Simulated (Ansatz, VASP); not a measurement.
# AlGaN2: VASP beside Ansatz

```
Al Ga N
1.0
     2.97415    0.00000    0.00000
     0.00000    2.97415    0.00000
     0.00000    0.00000    4.16245
Al Ga N
1 1 2
Cartesian
  1.4871 1.4871 2.0812
  0.0000 0.0000 0.0000
  1.4871 0.0000 3.0770
  0.0000 1.4871 1.0854
```

Alike in both runs: functional LDA; k mesh 8 × 8 × 6; occupations gaussian, width 0.02 eV; no spin polarisation.

Ansatz relaxed the structure, and its values are those at the end. VASP's run is a single point on that final structure, the one shown.

|  | VASP | Ansatz |
| --- | --- | --- |
| version | VASP 6.6.1 | Ansatz 0.2.0 |
| potentials or method | VASP PAW LDA potentials, release 64 (Al, Ga_d, N) | scalar-relativistic, plane waves, PAW |
| plane-wave cutoff (eV) | 520 | 420 |
| valence electrons in the cell | 26 | 26 |

```tsv
	VASP	Ansatz	Ansatz less VASP
gap on the k mesh at the Fermi level (eV)	3.30	3.32	+0.021
least direct gap on the mesh (eV)	3.63	3.65	+0.019
rms of the force components (eV/Å)	0.010	0.000	-0.0097
```

 A k mesh can miss the band edges. LDA gaps usually lie below the measured ones, often by a third to a half.
